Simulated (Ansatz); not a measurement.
# MoSe2: the cost of one run

Program: Ansatz 0.2.0. Level of theory: DFT PBE+D3(BJ), scalar-relativistic, plane waves, PAW. These are calculated values, not measurements.

That is the level of the relaxation; later steps name their own.

2 further runs of the same task are left out: 2 set aside as unsound or not needed.

## Step 1: The starting structure

The structure is hexagonal, space group P6_3/mmc (No. 194). Conventional cell: a = 3.277 Å, b = 3.277 Å, c = 12.732 Å, α = 90.00°, β = 90.00°, γ = 120.00°. Around Mo (site symmetry -6m2) lie 6 Se at 2.53 Å. Around Se (site symmetry 3m) lie 3 Mo at 2.53 Å.

Structure file:

```
CELL_PARAMETERS angstrom
3.27716 0.00000 0.00000
-1.63858 2.83811 0.00000
0.00000 0.00000 12.73173
ATOMIC_POSITIONS crystal
Mo 0.33333 0.66667 0.25000
Mo 0.66667 0.33333 0.75000
Se 0.33333 0.66667 0.61852
Se 0.66667 0.33333 0.11852
Se 0.33333 0.66667 0.88148
Se 0.66667 0.33333 0.38148
```

This cell was relaxed beforehand with the same method: volume 19.74 Å³/atom, gap on the mesh 0.85 eV.

## Step 2: Band edges over the whole zone

File input.yaml:

```yaml
crystal:
  lattice:
    - [3.2771618061, 0.0, 0.0]
    - [-1.6385809031, 2.8381053764, 0.0]
    - [0.0, 0.0, 12.7317320679]
  atoms:
    - { symbol: Mo, position: [0.3333333333, 0.6666666667, 0.25] }
    - { symbol: Mo, position: [0.6666666667, 0.3333333333, 0.75] }
    - { symbol: Se, position: [0.3333333333, 0.6666666667, 0.6185161651] }
    - { symbol: Se, position: [0.6666666667, 0.3333333333, 0.1185161651] }
    - { symbol: Se, position: [0.3333333333, 0.6666666667, 0.8814838349] }
    - { symbol: Se, position: [0.6666666667, 0.3333333333, 0.3814838349] }
basis:
  ecutwfc: 420
kpoints:
  mp_grid: { grid: [9, 9, 2] }
  band_path: { path: [VBM, CBM], npoints: 2 }
hamiltonian:
  xc: pbe
  dispersion: d3bj
scf:
  occupations: { method: gaussian, width: 0.02 }
output:
  forces: true
  stress: true
  eigenvalues: true
```

Launch:

```
$ ansatz run input.yaml --threads 4 --pin off --max-ram 10240MiB --backend cpu --events-out ev --progress --plain --runs-dir out
```

What time and memory should one allow on 4 threads of Arm Neoverse V2, shared host?

About 10 s, with a peak of 0.52 GiB.
